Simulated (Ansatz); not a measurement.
# Bi2Se3, one cell by several methods

```
CELL_PARAMETERS angstrom
2.00935 1.16010 9.54533
-2.00935 1.16010 9.54533
0.00000 -2.32020 9.54533
ATOMIC_POSITIONS crystal
Bi 0.40080 0.40080 0.40080
Bi 0.59920 0.59920 0.59920
Se 0.00000 0.00000 0.00000
Se 0.21170 0.21170 0.21170
Se 0.78830 0.78830 0.78830
```

Atom numbers follow the list: Bi1, Bi2, Se3, Se4, Se5.

Conventional cell: a = 4.019 Å, b = 4.019 Å, c = 28.636 Å, α = 90.00°, β = 90.00°, γ = 120.00°. Around Bi (atom 1) lie 6 Se at 2.79 to 3.02 Å. Se (atom 3) is surrounded by 6 Bi at 3.02 Å. Se (atom 4) is surrounded by 3 Bi at 2.79 Å.

The cell is COD entry 9011965, as deposited and not checked against the literature; nothing was relaxed. The listed cell was then made from it by scaling, straining or moving an atom.

Spin–orbit coupling is left out, though it moves levels of the heavy atoms by tenths of an eV or more.

Levels of theory: DFT, PBE, PAW with Ansatz's default frozen-core files, scalar-relativistic (Ansatz 0.2.0); DFT, PBE, all-electron PAW with datasets made for the crystal, scalar-relativistic (Ansatz 0.2.0); DFT, PBE, all-electron LAPW, scalar-relativistic (Ansatz 0.2.0).

For PAW: a Γ-centred 6×6×6 k mesh, Fermi–Dirac smearing of 0.03 eV, cutoff 420 eV, no spin polarisation. The crystal-made all-electron datasets (AE datasets) take a cutoff of 260 eV at this cell. LAPW targets a basis error of 0.5 meV/atom. The Ansatz runs share mesh, smearing and spin set-up. Plane-wave (PAW) pressures include the program's estimate of the Pulay term.

Stress and pressure are positive in compression.

The change that made this cell: equal xx and yy strain of -3 %.

```csv
quantity,PAW,AE datasets,LAPW
pressure (GPa),7.23,7.24,7.24
stress xx (GPa),7.65,7.66,7.66
stress zz (GPa),6.39,6.40,6.40
"force on Bi1, z (eV/Å)",-0.425,-0.426,-0.425
"force on Se4, z (eV/Å)",-0.637,-0.639,-0.639
band gap (eV),0.267,0.267,0.267
```
